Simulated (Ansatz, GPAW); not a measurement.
# Ballistic transport through C2 in line between two Ru chains, from relaxation to T(E), part 3 of 3

How well does C2 in line between two Ru chains conduct once its atoms have relaxed, and how much do cheaper levels lose?

GPAW 26.7.0 and Ansatz 0.2.0; Ansatz plane waves; relaxation of the junction with the lead ends held; PAW set soft_1 (the session's first sound run).

So far, transmission at the Fermi level (one spin): step 3 (plane-wave reference (PBE)) 1.77. Also conductance of the perfect lead (G₀): step 3 6.00.

**4. GPAW, dzp**

The script solves lead and junction separately, takes H and S in the orbital basis, and joins semi-infinite leads through their self-energies; the dzp basis is the working standard.

This step: GPAW LCAO, PAW setups; Landauer transmission from Green's functions with principal layers (ASE), zero bias (GPAW 26.7.0).

Contents of run.py:

```python
import json
import numpy as np
from ase import Atoms
from ase.transport.calculators import TransportCalculator
from gpaw import GPAW, FermiDirac
from gpaw.lcao.tools import get_lcao_hamiltonian
from scipy.linalg import eigh

# The junction with lead layers at both ends, along the third cell vector
device = Atoms(
    ['Ru', 'Ru', 'Ru', 'Ru', 'Ru', 'Ru', 'Ru', 'Ru', 'C', 'C', 'Ru', 'Ru', 'Ru', 'Ru', 'Ru', 'Ru', 'Ru', 'Ru'],
    positions=[
        [4.50000, 4.50000, 1.12500],
        [4.50000, 4.50000, 3.37500],
        [4.50000, 4.50000, 5.62500],
        [4.50000, 4.50000, 7.87500],
        [4.50000, 4.50000, 10.12500],
        [4.50000, 4.50000, 12.37500],
        [5.16824, 4.26107, 14.58691],
        [4.36596, 4.55189, 16.58829],
        [4.74371, 4.41474, 18.57880],
        [4.74427, 4.41855, 19.87634],
        [4.36486, 4.55455, 21.86845],
        [5.16869, 4.26555, 23.86826],
        [4.50000, 4.50000, 26.08200],
        [4.50000, 4.50000, 28.33200],
        [4.50000, 4.50000, 30.58200],
        [4.50000, 4.50000, 32.83200],
        [4.50000, 4.50000, 35.08200],
        [4.50000, 4.50000, 37.33200]],
    cell=[[9.0, 0.0, 0.0], [0.0, 9.0, 0.0], [0.0, 0.0, 38.457]],
    pbc=True)

# One principal layer of the lead: the first 5 atoms of the device
lead = Atoms(
    ['Ru', 'Ru', 'Ru', 'Ru', 'Ru'],
    positions=[
        [4.50000, 4.50000, 1.12500],
        [4.50000, 4.50000, 3.37500],
        [4.50000, 4.50000, 5.62500],
        [4.50000, 4.50000, 7.87500],
        [4.50000, 4.50000, 10.12500]],
    cell=[[9.0, 0.0, 0.0], [0.0, 9.0, 0.0], [0.0, 0.0, 11.25]],
    pbc=True)

settings = dict(mode='lcao', basis='dzp', xc='PBE', h=0.2,
                occupations=FermiDirac(0.1), maxiter=250,
                mixer=dict(beta=0.1, nmaxold=8, weight=100.0),
                convergence=dict(density=0.0001))
energies = np.arange(-2, 2 + 1e-9, 0.025)
eta = 0.0001
n1, n2 = 1, 1
# k and -k transmit alike, so half of the mesh across the current serves
mesh = [(i, j) for i in range(n1) for j in range(n2) if (i, j) <= (-i % n1, -j % n2)]
weights = np.array([1 if (i, j) == (-i % n1, -j % n2) else 2 for i, j in mesh]) / (n1 * n2)

# [... helper functions left out ...]
fermi_lead = ground_state(lead, (1, 1, 10), 'lead.txt')
fermi_device = ground_state(device, (1, 1, 2), 'device.txt')
# [... loop over the mesh left out, but for ...]
        # Shift the lead onto the potential of the device's first layer
        shift = ((H[:, 0, 0] - H0[:, 0, 0]) / S0[0, 0]).real.mean()
# [...]
kT = 8.617333e-5 * 300
bias = [0.1, 0.2, 0.5, 1.0, 1.5, 2.0]
# [... integrals and printing left out ...]
```

Command:

```console
> OMP_NUM_THREADS=1 OPENBLAS_NUM_THREADS=1 python run.py
```

Numbers of over 12 decimals in the logs are rounded to 6 here.

Output:

```text
basis functions: device 490, principal layer 145
Fermi level: lead -3.4328 eV, device -3.4947 eV; lead shifted by -0.0003 eV
largest coupling past the next layer 2.00e-05 eV, largest misfit of the first layer 0.055 eV
  E-E_F (eV)   T (one spin)  [channel counts left out]
    -2.000    2.2824e+00
    -1.975    2.2883e+00
    -1.950    2.2695e+00
    -1.925    2.2279e+00
    -1.900    2.1669e+00
    -1.875    2.0915e+00
    -1.850    2.0069e+00
    -1.825    1.9182e+00
    -1.800    1.8293e+00
    -1.775    1.7433e+00
    -1.750    1.6622e+00
    -1.725    1.5870e+00
    -1.700    1.5183e+00
    -1.675    1.4560e+00
    -1.650    1.4000e+00
    -1.625    1.3498e+00
[...]
1.825    1.9412e-01
     1.850    1.8761e-01
     1.875    1.8102e-01
     1.900    1.7433e-01
     1.925    1.6748e-01
     1.950    1.6042e-01
     1.975    1.5305e-01
     2.000    1.4528e-01
conductance at 300 K: 1.7812 G0 a cell; thermopower 3.143 uV/K
current from the zero-bias T(E) at 0.1 V: 13.764 uA
current from the zero-bias T(E) at 0.2 V: 27.316 uA
current from the zero-bias T(E) at 0.5 V: 65.686 uA
current from the zero-bias T(E) at 1.0 V: 124.56 uA
current from the zero-bias T(E) at 1.5 V: 177.16 uA
current from the zero-bias T(E) at 2.0 V: 217.63 uA
```

Elapsed: 8.8 min, on 1 thread of Arm Neoverse N1, shared host; peak memory 1.5 GiB.

Numbers from this step:

| Item | Value |
| --- | --- |
| conductance | 1.781 G₀ |
| thermopower | 3.143 μV/K |
| largest coupling past the next principal layer | 2.00e-5 eV |
| largest misfit of the first principal layer | 0.05507 eV |
| shift that aligns the lead | -3.23e-4 eV |
| basis functions of the junction | 490 |
| basis functions of a principal layer | 145 |
| transmission at the Fermi level (one spin) | 1.795 |

One spin. Table of transmission, zone mean by energy, zero at the Fermi level:

| energy (eV) | transmission, zone mean |
| --- | --- |
| -2.000 | 2.28 |
| -1.900 | 2.17 |
| -1.800 | 1.83 |
| -1.700 | 1.52 |
| -1.600 | 1.30 |
| -1.500 | 1.17 |
| -1.400 | 1.08 |
| -1.300 | 1.02 |
| -1.200 | 1.07 |
| -1.100 | 1.06 |
| -1.000 | 1.01 |
| -0.900 | 0.952 |
| -0.800 | 0.908 |
| -0.700 | 0.900 |
| -0.600 | 0.935 |
| -0.500 | 1.05 |
| -0.400 | 1.33 |
| -0.300 | 1.79 |
| -0.225 | 1.89 |
| -0.200 | 1.87 |
| -0.100 | 1.82 |
| 0.000 | 1.80 |
| 0.100 | 1.65 |
| 0.200 | 1.34 |
| 0.300 | 1.46 |
| 0.400 | 1.62 |
| 0.500 | 1.82 |
| 0.575 | 1.87 |
| 0.600 | 1.87 |
| 0.700 | 1.70 |
| 0.800 | 1.37 |
| 0.900 | 1.04 |
| 1.000 | 0.798 |
| 1.100 | 0.623 |
| 1.200 | 0.498 |
| 1.300 | 0.406 |
| 1.400 | 0.337 |
| 1.500 | 0.285 |
| 1.600 | 0.245 |
| 1.700 | 0.225 |
| 1.800 | 0.201 |
| 1.900 | 0.174 |
| 2.000 | 0.145 |

Not self-consistent under bias; the bias window is split evenly. The current through one cell, from the zero-bias transmission by bias:

| bias (V) | current through one cell, from the zero-bias transmission (μA) |
| --- | --- |
| 0.100 | 13.8 |
| 0.200 | 27.3 |
| 0.500 | 65.7 |
| 1.000 | 125 |
| 1.500 | 177 |
| 2.000 | 218 |

The transmission of the three most open eigenchannels by energy, zero at the Fermi level:

| energy (eV) | channel 1 | channel 2 | channel 3 |
| --- | --- | --- | --- |
| -2.000 | 0.969 | 0.927 | 0.386 |
| -1.900 | 0.982 | 0.831 | 0.354 |
| -1.800 | 0.813 | 0.699 | 0.317 |
| -1.700 | 0.626 | 0.614 | 0.278 |
| -1.600 | 0.570 | 0.499 | 0.237 |
| -1.500 | 0.551 | 0.426 | 0.192 |
| -1.400 | 0.542 | 0.396 | 0.141 |
| -1.300 | 0.529 | 0.408 | 0.0815 |
| -1.200 | 0.512 | 0.496 | 0.0593 |
| -1.100 | 0.563 | 0.421 | 0.0714 |
| -1.000 | 0.620 | 0.320 | 0.0719 |
| -0.900 | 0.657 | 0.233 | 0.0627 |
| -0.800 | 0.681 | 0.176 | 0.0504 |
| -0.700 | 0.701 | 0.160 | 0.0390 |
| -0.600 | 0.725 | 0.181 | 0.0297 |
| -0.500 | 0.761 | 0.261 | 0.0227 |
| -0.400 | 0.810 | 0.498 | 0.0183 |
| -0.300 | 0.912 | 0.856 | 0.0169 |
| -0.200 | 0.973 | 0.880 | 0.0196 |
| -0.100 | 0.932 | 0.857 | 0.0263 |
| 0.000 | 0.984 | 0.776 | 0.0338 |
| 0.100 | 0.965 | 0.653 | 0.0338 |
| 0.200 | 0.800 | 0.520 | 0.0226 |
| 0.300 | 0.985 | 0.427 | 0.0491 |
| 0.400 | 0.979 | 0.509 | 0.135 |
| 0.500 | 0.984 | 0.704 | 0.131 |
| 0.600 | 0.992 | 0.776 | 0.100 |
| 0.700 | 0.880 | 0.749 | 0.0710 |
| 0.800 | 0.671 | 0.649 | 0.0485 |
| 0.900 | 0.578 | 0.434 | 0.0322 |
| 1.000 | 0.488 | 0.288 | 0.0210 |
| 1.100 | 0.410 | 0.199 | 0.0135 |
| 1.200 | 0.344 | 0.145 | 0.00850 |
| 1.300 | 0.290 | 0.111 | 0.00519 |
| 1.400 | 0.246 | 0.0884 | 0.00300 |
| 1.500 | 0.210 | 0.0730 | 0.00155 |
| 1.600 | 0.182 | 0.0621 | 5.6e-4 |
| 1.700 | 0.171 | 0.0540 | 1.2e-6 |
| 1.800 | 0.153 | 0.0473 | 5.6e-6 |
| 1.900 | 0.134 | 0.0405 | 7.9e-6 |
| 2.000 | 0.114 | 0.0310 | 1.0e-7 |

At the Fermi level T is 1.80 against 1.77 in plane waves. Couplings past the next layer reach 2.0e-5 eV, small enough to drop; the matrix elements of the cell's first layer differ from the bulk lead's by up to 0.055 eV. That layer keeps its own values in the calculation, and only beyond it is the lead taken as perfect. The Fermi levels of lead and junction count from different zeros of potential, one for each periodic cell; with both set to zero, the small remaining shift is what aligns them. By hand: G = 1.781 × 77.48 μS = 138 μS, a resistance of 7.25 kΩ; at 0.1 V a linear junction would pass 13.8 μA, and the integral over the bias window gives 13.8 μA. Mott's formula, S = -(π²/3)(k_B²T/e) d ln T/dE, has the prefactor 7.33 μV/K·eV at 300 K; T = 1.804 at -0.025 eV and 1.778 at 0.025 eV give a slope of -0.298 per eV and S = 2.19 μV/K, beside 3.14 μV/K from the thermal integral, which interpolates the same grid.

**5. GPAW, szp: basis = "szp(dzp)"**

The second zeta is dropped, the polarisation orbitals stay.

Edit run.py of step 4 so:

```diff
@@ -45,3 +45,3 @@
 
-settings = dict(mode='lcao', basis='dzp', xc='PBE', h=0.2,
+settings = dict(mode='lcao', basis='szp(dzp)', xc='PBE', h=0.2,
                 occupations=FermiDirac(0.1), maxiter=250,
```

Output:

```text
basis functions: device 274, principal layer 80
Fermi level: lead -3.4678 eV, device -3.5798 eV; lead shifted by 0.0039 eV
largest coupling past the next layer 2.01e-05 eV, largest misfit of the first layer 0.058 eV
  E-E_F (eV)   T (one spin)  [channel counts left out]
    -2.000    2.2970e+00
    -1.975    2.2723e+00
    -1.950    2.2208e+00
[...]
1.975    1.1678e-01
     2.000    1.0904e-01
conductance at 300 K: 1.763 G0 a cell; thermopower 3.493 uV/K
current from the zero-bias T(E) at 0.1 V: 13.616 uA
current from the zero-bias T(E) at 0.2 V: 26.987 uA
current from the zero-bias T(E) at 0.5 V: 65.056 uA
current from the zero-bias T(E) at 1.0 V: 125.51 uA
current from the zero-bias T(E) at 1.5 V: 175.93 uA
current from the zero-bias T(E) at 2.0 V: 210.97 uA
```

Wall time 5.2 min (1 thread); peak memory 1.4 GiB.

This step gave:

```yaml
conductance: 1.763 G₀
thermopower: 3.493 μV/K
largest_coupling_past_the_next_principal_layer: 2.01e-5 eV
largest_misfit_of_the_first_principal_layer: 0.05843 eV
shift_that_aligns_the_lead: 0.003919 eV
basis_functions_of_the_junction: 274
basis_functions_of_a_principal_layer: 80
transmission_at_the_fermi_level_one_spin: 1.780
```

One spin. Table of transmission, zone mean by energy, zero at the Fermi level:

| energy (eV) | transmission, zone mean |
| --- | --- |
| -2.000 | 2.30 |
| -1.800 | 1.68 |
| -1.600 | 1.21 |
| -1.400 | 1.03 |
| -1.200 | 1.04 |
| -1.000 | 0.960 |
| -0.800 | 0.872 |
| -0.600 | 0.918 |
| -0.400 | 1.38 |
| -0.250 | 1.88 |
| -0.200 | 1.84 |
| 0.000 | 1.78 |
| 0.200 | 1.33 |
| 0.400 | 1.68 |
| 0.525 | 1.90 |
| 0.600 | 1.82 |
| 0.800 | 1.10 |
| 1.000 | 0.607 |
| 1.200 | 0.384 |
| 1.400 | 0.268 |
| 1.600 | 0.199 |
| 1.800 | 0.162 |
| 2.000 | 0.109 |

The conductance, 1.76 G₀, lies 1.0 % below that of the dzp run.

**6. GPAW, sz: basis = "sz(dzp)"**

The minimal basis is the cheapest rung: no second zeta and no polarisation.

Edit run.py of step 5 so:

```diff
@@ -45,3 +45,3 @@
 
-settings = dict(mode='lcao', basis='szp(dzp)', xc='PBE', h=0.2,
+settings = dict(mode='lcao', basis='sz(dzp)', xc='PBE', h=0.2,
                 occupations=FermiDirac(0.1), maxiter=250,
```

Output:

```text
basis functions: device 216, principal layer 65
Fermi level: lead -3.5085 eV, device -3.6280 eV; lead shifted by 0.0002 eV
largest coupling past the next layer 2.00e-05 eV, largest misfit of the first layer 0.058 eV
  E-E_F (eV)   T (one spin)  [channel counts left out]
    -2.000    1.8603e+00
    -1.975    1.7590e+00
    -1.950    1.6630e+00
[...]
1.975    1.1802e-01
     2.000    1.0925e-01
conductance at 300 K: 1.7364 G0 a cell; thermopower 3.961 uV/K
current from the zero-bias T(E) at 0.1 V: 13.407 uA
current from the zero-bias T(E) at 0.2 V: 26.562 uA
current from the zero-bias T(E) at 0.5 V: 63.878 uA
current from the zero-bias T(E) at 1.0 V: 122.25 uA
current from the zero-bias T(E) at 1.5 V: 169.97 uA
current from the zero-bias T(E) at 2.0 V: 202.58 uA
```

It took 3.8 min on 1 thread; peak memory 1.3 GiB.

This step gave:

* conductance: 1.736 G₀
* largest coupling past the next principal layer: 2.00e-5 eV
* largest misfit of the first principal layer: 0.05849 eV
* shift that aligns the lead: 2.39e-4 eV
* basis functions of the junction: 216
* basis functions of a principal layer: 65
* transmission at the Fermi level (one spin): 1.755

The conductance, 1.74 G₀, lies 2.5 % below that of the dzp run.

**7. LDA in the dzp basis: xc = "LDA"**

Back in the dzp basis, the functional changes from PBE to LDA, to set the spread between functionals beside that between bases.

Edit run.py of step 6 so:

```diff
@@ -45,3 +45,3 @@
 
-settings = dict(mode='lcao', basis='sz(dzp)', xc='PBE', h=0.2,
+settings = dict(mode='lcao', basis='dzp', xc='LDA', h=0.2,
                 occupations=FermiDirac(0.1), maxiter=250,
```

Output:

```text
basis functions: device 490, principal layer 145
Fermi level: lead -3.7366 eV, device -3.7969 eV; lead shifted by -0.0027 eV
largest coupling past the next layer 2.03e-05 eV, largest misfit of the first layer 0.056 eV
  E-E_F (eV)   T (one spin)  [channel counts left out]
    -2.000    2.2820e+00
    -1.975    2.2841e+00
    -1.950    2.2600e+00
[...]
1.975    1.4880e-01
     2.000    1.4170e-01
conductance at 300 K: 1.7866 G0 a cell; thermopower 2.727 uV/K
current from the zero-bias T(E) at 0.1 V: 13.815 uA
current from the zero-bias T(E) at 0.2 V: 27.465 uA
current from the zero-bias T(E) at 0.5 V: 66.316 uA
current from the zero-bias T(E) at 1.0 V: 124.1 uA
current from the zero-bias T(E) at 1.5 V: 176.59 uA
current from the zero-bias T(E) at 2.0 V: 217.67 uA
```

Elapsed: 8.3 min, on 1 thread; peak memory 1.5 GiB.

This step gave:

```
conductance                                    : 1.787 G₀
thermopower                                    : 2.727 μV/K
largest coupling past the next principal layer : 2.03e-5 eV
largest misfit of the first principal layer    : 0.05597 eV
shift that aligns the lead                     : -0.002699 eV
basis functions of the junction                : 490
basis functions of a principal layer           : 145
transmission at the Fermi level (one spin)     : 1.797
```

The conductance, 1.79 G₀, lies 0.3 % above that of the dzp run.

**8. The structure as built: geometry = "as built"**

The dzp basis with PBE on the structure as first built shows what the relaxation was worth.

Edit run.py of step 7 so:

```diff
@@ -18,8 +18,8 @@
         [4.50000, 4.50000, 12.37500],
-        [5.16824, 4.26107, 14.58691],
-        [4.36596, 4.55189, 16.58829],
-        [4.74371, 4.41474, 18.57880],
-        [4.74427, 4.41855, 19.87634],
-        [4.36486, 4.55455, 21.86845],
-        [5.16869, 4.26555, 23.86826],
+        [4.50000, 4.50000, 14.62500],
+        [4.50000, 4.50000, 16.87500],
+        [4.50000, 4.50000, 18.60850],
+        [4.50000, 4.50000, 19.84850],
+        [4.50000, 4.50000, 21.58200],
+        [4.50000, 4.50000, 23.83200],
         [4.50000, 4.50000, 26.08200],
@@ -45,3 +45,3 @@
 
-settings = dict(mode='lcao', basis='dzp', xc='LDA', h=0.2,
+settings = dict(mode='lcao', basis='dzp', xc='PBE', h=0.2,
                 occupations=FermiDirac(0.1), maxiter=250,
```

Output:

```text
basis functions: device 490, principal layer 145
Fermi level: lead -3.4328 eV, device -3.5143 eV; lead shifted by 0.0050 eV
largest coupling past the next layer 2.00e-05 eV, largest misfit of the first layer 0.048 eV
  E-E_F (eV)   T (one spin)  [channel counts left out]
    -2.000    2.1108e+00
    -1.975    2.1112e+00
    -1.950    2.1116e+00
[...]
1.975    1.6771e+00
     2.000    1.6367e+00
conductance at 300 K: 2.203 G0 a cell; thermopower -0.1342 uV/K
current from the zero-bias T(E) at 0.1 V: 17.068 uA
current from the zero-bias T(E) at 0.2 V: 34.132 uA
current from the zero-bias T(E) at 0.5 V: 85.261 uA
current from the zero-bias T(E) at 1.0 V: 170.16 uA
current from the zero-bias T(E) at 1.5 V: 254.7 uA
current from the zero-bias T(E) at 2.0 V: 338.84 uA
```

Wall time 9.2 min (1 thread); peak memory 1.5 GiB.

This step gave:

```yaml
conductance: 2.203 G₀
largest_coupling_past_the_next_principal_layer: 2.00e-5 eV
largest_misfit_of_the_first_principal_layer: 0.04832 eV
shift_that_aligns_the_lead: 0.005010 eV
transmission_at_the_fermi_level_one_spin: 2.203
```

The conductance, 2.20 G₀, lies 24 % above that of the dzp run.

**9. The ladder**

Times are wall times on the hardware named with each run. Results by setting:

| no. | run | conductance (G₀) | time | memory (GiB) |
| --- | --- | --- | --- | --- |
| 1 | pw PBE | 1.757 | 4.5 min | 4.6 |
| 2 | dzp | 1.781 | 8.8 min | 1.5 |
| 3 | szp | 1.763 | 5.2 min | 1.4 |
| 4 | sz | 1.736 | 3.8 min | 1.3 |
| 5 | dzp LDA | 1.787 | 8.3 min | 1.5 |
| 6 | asbuilt | 2.203 | 9.2 min | 1.5 |

**10. The levels side by side**

The curves are compared point by point over the common energies.

This step: comparison of transmission and cost over codes, levels and geometry; PAW set soft_1 (GPAW 26.7.0).

Ladder, by row:

| step | code | T at the Fermi level (sum over the listed spins) | conductance (G0) | r.m.s. T(E) from the first | wall time (s) | peak memory (GiB) | threads |
| --- | --- | --- | --- | --- | --- | --- | --- |
| pw-pbe | Ansatz | 1.774 | 1.757 | 0 | 267.5 | 4.588 | 4 |
| dzp | GPAW | 1.795 | 1.781 | 0.07841 | 527.3 | 1.49 | 1 |
| szp | GPAW | 1.78 | 1.763 | 0.1482 | 314.4 | 1.41 | 1 |
| sz | GPAW | 1.755 | 1.736 | 0.2402 | 227.8 | 1.34 | 1 |
| dzp-LDA | GPAW | 1.797 | 1.787 | 0.08611 | 496.9 | 1.49 | 1 |
| asbuilt | GPAW | 2.203 | 2.203 | 1.096 | 549.3 | 1.49 | 1 |

The transmission, zone mean, sum over the listed spins by energy, zero at the Fermi level:

| energy (eV) | pw-pbe | dzp | szp | sz | dzp-LDA | asbuilt |
| --- | --- | --- | --- | --- | --- | --- |
| -2.000 | 2.26 | 2.28 | 2.30 | 1.86 | 2.28 | 2.11 |
| -1.800 | 1.81 | 1.83 | 1.68 | 1.24 | 1.79 | 2.11 |
| -1.600 | 1.31 | 1.30 | 1.21 | 0.994 | 1.27 | 2.12 |
| -1.400 | 1.06 | 1.08 | 1.03 | 0.903 | 1.07 | 2.14 |
| -1.200 | 1.01 | 1.07 | 1.04 | 0.922 | 1.07 | 2.15 |
| -1.000 | 0.942 | 1.01 | 0.960 | 0.854 | 1.03 | 2.17 |
| -0.800 | 0.889 | 0.908 | 0.872 | 0.776 | 0.921 | 2.17 |
| -0.600 | 0.978 | 0.935 | 0.918 | 0.826 | 0.937 | 2.17 |
| -0.400 | 1.54 | 1.33 | 1.38 | 1.27 | 1.28 | 2.18 |
| -0.275 | 1.92 | 1.86 | 1.87 | 1.82 | 1.83 | 2.19 |
| -0.250 | 1.92 | 1.89 | 1.88 | 1.84 | 1.88 | 2.19 |
| -0.225 | 1.91 | 1.89 | 1.86 | 1.84 | 1.89 | 2.19 |
| -0.200 | 1.90 | 1.87 | 1.84 | 1.82 | 1.89 | 2.19 |
| 0.000 | 1.77 | 1.80 | 1.78 | 1.75 | 1.80 | 2.20 |
| 0.200 | 1.13 | 1.34 | 1.33 | 1.28 | 1.41 | 2.21 |
| 0.400 | 1.57 | 1.62 | 1.68 | 1.67 | 1.60 | 2.20 |
| 0.525 | 1.80 | 1.85 | 1.90 | 1.87 | 1.83 | 2.20 |
| 0.575 | 1.85 | 1.87 | 1.87 | 1.82 | 1.86 | 2.19 |
| 0.600 | 1.86 | 1.87 | 1.82 | 1.77 | 1.86 | 2.19 |
| 0.800 | 1.55 | 1.37 | 1.10 | 1.06 | 1.38 | 2.18 |
| 1.000 | 0.931 | 0.798 | 0.607 | 0.599 | 0.809 | 2.16 |
| 1.200 | 0.556 | 0.498 | 0.384 | 0.387 | 0.501 | 2.13 |
| 1.400 | 0.366 | 0.337 | 0.268 | 0.274 | 0.335 | 2.08 |
| 1.600 | 0.262 | 0.245 | 0.199 | 0.210 | 0.239 | 2.00 |
| 1.800 | 0.212 | 0.201 | 0.162 | 0.167 | 0.194 | 1.85 |
| 2.000 | 0.168 | 0.145 | 0.109 | 0.109 | 0.142 | 1.64 |

**11. What came out**

* conductance: 1.78 G₀
* transmission at the Fermi level, mean of the spins: 1.80
* thermopower: 3.14 μV/K

What this shows: In the dzp basis the junction conducts 1.78 G₀ at 300 K, with T = 1.80 a spin at the Fermi level; the sz basis reaches that conductance within 10 %. Relaxation moved atoms by up to 0.71 Å and took the conductance from 2.20 to 1.78 G₀, as a ratio a larger change than the step from dzp to the minimal basis. Plane waves (PBE) give T = 1.77 there. At the Fermi level the three most open eigenchannels pass 0.98, 0.78 and 0.034. Measured against the first run (pw-pbe), the nearest curve is that of dzp (r.m.s. 0.078) and the farthest that of asbuilt (1.1). Over the compared runs wall time goes from 228 s (sz) to 549 s (asbuilt), on a shared host; the plane-wave run used 4 threads and the orbital runs 1. The leads kept an estimated spacing and the cell its length, so the junction may be under some tension or compression. The run had no spin polarisation, so a magnetic state, which chains and small molecules with open shells often have, wasn't tested. An evenly spaced straight chain is an idealisation: free chains tend to dimerise, zigzag or, where a band edge lies near the Fermi level, turn magnetic. The currents use the zero-bias T(E) throughout, which holds only while the bias is small against the distance to the nearest feature.

[Logs are printed without paths, hosts, clocks, repeated set-up lines and the standing remarks that a program may print on its own settings, such as how far it seeks lower states.]

[Hosts, paths, dates, database ids (printed as entryN), source tags and the programs' standing remarks are cut or masked in the printed files.]
